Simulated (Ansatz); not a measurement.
Computed with Ansatz (plane waves, PAW, 420 eV cutoff): PBE, scalar-relativistic, no spin polarisation, Γ-centred 8×8×8 mesh, 0.05 eV Gaussian smearing; PAW files: Ansatz's generated set soft_2.

The calculation on SiX2, where X is one element, gave:

```json
{"Space group": "Ibam (No. 72)", "Conventional cell": "a = 6.295 Å, b = 11.068 Å, c = 5.594 Å, α = 90.00°, β = 90.00°, γ = 90.00°", "Volume": "32.48 Å³/atom", "Band gap": "3.07 eV", "Smallest direct gap": "3.40 eV", "Bader charges": "Si 2.55; X -1.28 e", "Formation energy from the elements (0 K, uncorrected)": "-0.68 eV/atom"}
```

Sites: Si on 4a, X on 8j.

Which element is X?
A. P
B. S
C. Cl

B. X is S, so the compound is SiS2.

The chain of runs began from a cell as deposited in COD, expanded in volume. The relaxation kept the space group but changed the cell's proportions, one axis by 8 % at equal volume, so the results may not describe the measured structure.

Semilocal functionals underestimate band gaps, commonly by a third or more. The structure is built of weakly bound chains, and this functional has no dispersion term, so their spacing and all that hangs on it (volume, the soft elastic constants, low modes, dielectric constants) are poorly given.
